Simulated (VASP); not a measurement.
Here is a VASP 6.6.1 calculation.

INCAR

```
SYSTEM = CuO
PREC     = Accurate       ! precision mode
ENCUT    = 580            ! plane-wave cutoff, eV
EDIFF    = 1E-6           ! SCF threshold, eV
ISMEAR   = -1             ! smearing method
SIGMA    = 0.05           ! smearing width, eV
LREAL    = .False.        ! projectors in reciprocal space
LASPH    = .True.         ! aspherical terms in the spheres
NELM     = 80             ! most SCF steps
ALGO     = Normal         ! electronic algorithm
ISIF     = 3              ! what is computed and relaxed
LWAVE    = .False.        ! write WAVECAR
LCHARG   = .False.        ! write CHGCAR
GGA      = PE             ! functional
IBRION   = 2              ! ionic algorithm
NSW      = 40             ! ionic steps
EDIFFG   = -0.02          ! ionic threshold
```

Contents of KPOINTS:

```
regular mesh
0
Gamma
  11 11 10
  0 0 0
```

File POSCAR:

```
CuO
1.0
    2.8363251100      0.0000000000      0.0000000000
   -1.4181625500      2.4563296000      0.0000000000
    0.0000000000      0.0000000000      2.7681127800
Cu O
1 1
Direct
    0.0000000000      0.0000000000      0.0000000000
    0.6666666667      0.3333333333      0.5000000000
```

Potentials or basis: VASP PAW PBE potentials, release 54 (Cu, O).

The run is started by

```console
$ cat potpaw_PBE.54/Cu/POTCAR potpaw_PBE.54/O/POTCAR > POTCAR
$ mpirun -np 1 vasp_std > vasp.out
```

(1) Estimate the relaxed volume.

(2) What does it give for the relaxed cell?

(3) Estimate the space group after relaxing (to 0.05 Å).

Results:

(1) 9.70 Å³/atom.

(2) a = 2.887 Å, b = 2.887 Å, c = 2.688 Å, α = 90.00°, β = 90.00°, γ = 120.00°.

(3) P-6m2 (No. 187).

Caveat: an odd number of electrons without spin polarisation forces a metal; a magnetic or distorted state may lie lower; the run has no spin polarisation, though such a crystal can be magnetic.
